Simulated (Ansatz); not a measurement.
Ansatz input

```yaml
crystal:
  lattice:
    - [0.0, 2.7844216951, 2.7844216951]
    - [2.7844216951, 0.0, 2.7844216951]
    - [2.7844216951, 2.7844216951, 0.0]
  atoms:
    - { symbol: Ir, position: [0.125, 0.125, 0.125], spin: 1.0 }
    - { symbol: Ir, position: [0.875, 0.875, 0.875], spin: 1.0 }
hamiltonian:
  xc: pbe
  pseudopotentials:
    kind: paw
    azcp:
      Ir: "pseudopotentials/Ir.paw.azcp"
basis:
  ecutwfc: 420
  fft_grid_basis: typed
kpoints:
  mp_grid: { grid: [16, 16, 16], shift: [0, 0, 0] }
magnetization:
  spin_polarized: true
scf:
  occupations: { method: fermi_dirac, width: 0.05 }
```

and its output:

```
Engine: ansatz 0.2.0, aarch64-unknown-linux-gnu
Pseudopotentials: kind: paw
Pseudopotential: Ir, paw, valence charge 17, recommended cutoff 420 eV (normal) 
Functional definition: PBE
  parameter kappa = 0.804
  parameter beta = 0.06672455060314922
  exchange = pbe_x(kappa = kappa, mu = beta*pi^2/3)
  correlation = pbe_c(beta = beta)
Crystal: 2 atoms, lattice volume = 43.175 Å³
Basis set: ecut = 420 eV, 869 PW (Γ)
Bands: 22, of which v1, the nominal top of the filled ones, is band 17 counted from 1 (16 counted from 0)
Symmetry: 48 space group operations
Space group: Fd-3m (ITA 227), of the structure as read, at distance tolerance 3.5e-5 Å
Magnetic group: BNS 227.128 (UNI 1630), of the structure as read, at distance tolerance 3.5e-5 Å
k-points: 145 of 4096
Non-local potential: Ir, projectors of the file, l = 0: 3, l = 1: 2, l = 2: 2, l = 3: 1
PAW form: soft (Blöchl's): semilocal exchange-correlation on the pseudo side does not see the compensation charge
PAW one-centre angular grid: Ir, 590 points (default); XC on 64 Gauss nodes
Initial density: superposition of atomic densities (chi_scale 0.1, normalization cell)
Starting moments: Σ|m| = 2 μB on 2 of 2 sites
Initial wavefunctions: pseudopotential atomic-orbital guess
Functional: x = pbe(κ = 0.804, μ = 0.2195149727645171), c = pbe(β = 0.06672455060314922)
iter 1 solved again at ethr=1.61e-3 eV; its pass at ethr=3.10e-3 eV (dr2=5.49e-1 eV) is discarded
SCF iter   1: F=—  HF=-23868.584467 eV  |F-HF|=—  |Δ(HF+E_count)|=         —  Δρ=4.96e-2 (↑4.96e-2 ↓3.53e-2)  dr2=5.53e-1  dr2_m=5.15e-1  M=0.203 μB ∫|m|=0.203 μB  β_m=0.30  ethr=1.61e-3  ⟨swp⟩=1.0  Hψ=36151  notcnv=0
Mixer restart at iter 1: flushing history
spin=Collinear: Kerker preconditioning applied to the charge; magnetization (m = ρ↑ − ρ↓) channel mixes plain (no charge-response kernel on spin).
SCF iter   2: F=—  HF=-23868.477920 eV  |F-HF|=—  |Δ(HF+E_count)|=   1.07e-1  Δρ=3.44e-2 (↑3.44e-2 ↓2.69e-2)  dr2=2.71e-1  dr2_m=2.65e-1  M=0.168 μB ∫|m|=0.168 μB  β_m=0.65  ethr=1.61e-3  ⟨swp⟩=1.7  Hψ=6673  notcnv=0
SCF iter   3: F=—  HF=-23868.609264 eV  |F-HF|=—  |Δ(HF+E_count)|=   1.31e-1  Δρ=5.53e-3 (↑3.09e-3 ↓5.53e-3)  dr2=3.90e-2  dr2_m=2.49e-3  M=0.025 μB ∫|m|=0.025 μB  β_m=0.82  ethr=7.97e-4  ⟨swp⟩=3.0  Hψ=11328  notcnv=0
SCF iter   4: F=—  HF=-23868.604184 eV  |F-HF|=—  |Δ(HF+E_count)|=   5.08e-3  Δρ=1.56e-3 (↑1.19e-3 ↓1.56e-3)  dr2=2.36e-3  dr2_m=1.28e-4  M=-0.005 μB ∫|m|=0.005 μB  β_m=0.91  ethr=1.15e-4  ⟨swp⟩=2.0  Hψ=10822  notcnv=0
SCF iter   5: F=—  HF=-23868.605923 eV  |F-HF|=—  |Δ(HF+E_count)|=   1.74e-3  Δρ=4.22e-4 (↑4.22e-4 ↓4.14e-4)  dr2=4.43e-4  dr2_m=5.97e-7  M=-0.000 μB ∫|m|=0.000 μB  β_m=0.96  ethr=6.93e-6  ⟨swp⟩=2.5  Hψ=11889  notcnv=0
SCF iter   6: F=—  HF=-23868.606183 eV  |F-HF|=—  |Δ(HF+E_count)|=   2.60e-4  Δρ=1.60e-4 (↑1.51e-4 ↓1.60e-4)  dr2=4.76e-5  dr2_m=4.36e-7  M=-0.000 μB ∫|m|=0.000 μB  β_m=0.98  ethr=1.30e-6  ⟨swp⟩=1.6  Hψ=6793  notcnv=0
SCF iter   7: F=—  HF=-23868.606231 eV  |F-HF|=—  |Δ(HF+E_count)|=   4.78e-5  Δρ=2.58e-5 (↑2.55e-5 ↓2.58e-5)  dr2=1.65e-6  dr2_m=2.36e-10  M=0.000 μB ∫|m|=0.000 μB  β_m=0.99  ethr=1.40e-7  ⟨swp⟩=2.0  Hψ=8717  notcnv=0
SCF iter   8: F=—  HF=-23868.606233 eV  |F-HF|=—  |Δ(HF+E_count)|=   1.87e-6  Δρ=5.08e-6 (↑5.04e-6 ↓5.08e-6)  dr2=4.92e-8  dr2_m=1.02e-11  M=0.000 μB ∫|m|=0.000 μB  β_m=0.99  ethr=4.87e-9  ⟨swp⟩=2.0  Hψ=8969  notcnv=0
SCF iter   9: F=-23868.606233 eV  HF=-23868.606233 eV  |F-HF|=6.37e-10  |Δ(HF+E_count)|=   5.00e-8  Δρ=4.62e-7 (↑4.62e-7 ↓4.50e-7)  dr2=1.68e-10  dr2_m=5.94e-13  M=-0.000 μB ∫|m|=0.000 μB  ethr=1.45e-10  ⟨swp⟩=1.0  Hψ=16560  notcnv=0
SCF 1 converged in 9 iterations: F = -23868.606233 eV  dr2 = 1.68e-10
WARN: the starting moments were not kept: the SCF closed with an absolute magnetisation of 6.4e-7 μB, where they sum to 2 μB in size (2 sites). That is at most 0.1 of that sum. Measured as dr2_m measures the in/out step, that magnetisation stands 5.9e-14 eV from none, at or under the dr2_threshold of 1.0e-7 eV: it is no larger than a step whose dr2_m would equal this threshold. The system may hold no moment; this SCF shows only that its start led to no more than that. To try another start: raise the starting moments (crystal.atoms[].spin, magnetization.per_species, magnetization.initial_magnetization, or on a non-collinear deck that types none of these the spinor_matrix: blocks that start its atoms; where the total moment is fixed, keep their sum and leave initial_magnetization as it is; typed ones take the place of any that the run laid by itself, positive ones on a crystal's lanthanoids without a Hubbard term where scf.initial_density.shell_occupations: [] is typed) or, if the notice of its spin-set hold's release reads "site moments contracting" or "site moments show no strong build", lengthen the hold (scf.mixing.spin_hold: { on: { confirm: 4 } }; for m-r²SCAN on two components see the key's manual first). Each may lead to a state that holds a moment. A second SCF, from the converged charge density, with the starting moments and any scf.initial_density.shell_occupations laid on it anew, would have followed, and was not run: the deck does not ask for one (magnetization.retry_lost_moments is false, the default). To let it run, set magnetization.retry_lost_moments: true and run the deck again, where that key's refused combinations let it; where memory then withholds it, that run's warning says so.
SCF converged after 9 iterations
Magnetization: -0.0000 μB (17.0000 up, 17.0000 down)
Absolute magnetization: 0.0000 μB (∫|ρ↑−ρ↓|, with the PAW one-centre terms)
Spin contamination: 0.0000 ħ² per cell (⟨S²⟩ above its minimum at these occupations)
Per-site moments (μB) at R_I (Å): [(-8.57802083381696e-8, 0.9946942181571155), (-8.578020810537482e-8, 0.9946942181571155)]
Free energy (F): -23868.606233 eV
Harris-Foulkes:  -23868.606233 eV  (|F-HF|=6.37e-10)
Internal energy: -23868.589405 eV  (E = F + TS)
E sigma→0 (E₀):  -23868.597819 eV
Entropy (-TS):   -0.016828 eV (-8.414 meV/atom)
Fermi energy:    15.302319 eV
--- Per-component energies (eV) ---
  E_band       = -516.253460
  E_kinetic    = 1238.344760
  E_local      = -3657.908901  (includes V_loc(G=0)·N_el)
  E_nonlocal   = 148.584579
  E_hartree    = 1406.933253
  E_xc         = -531.658241
  E_vxc        = -594.306710  (∫ρ·V_xc dr)
  E_paw        = -18447.426677  (= ΣΔE_a)
  E_vpaw       = -464.833569  (= ΣTr[D̂ρ^β])
  E_aug_tail   = 0.000119  (compensation charges beyond the density's cutoff)
  E_ewald      = -4025.458296
  E_smearing   = -0.016828  (= −TS)
  E_closure    = 0.000000  (closes the sum)
  Σ components = -23868.606233   (vs F -23868.606233, Δ=0.00e0)
```
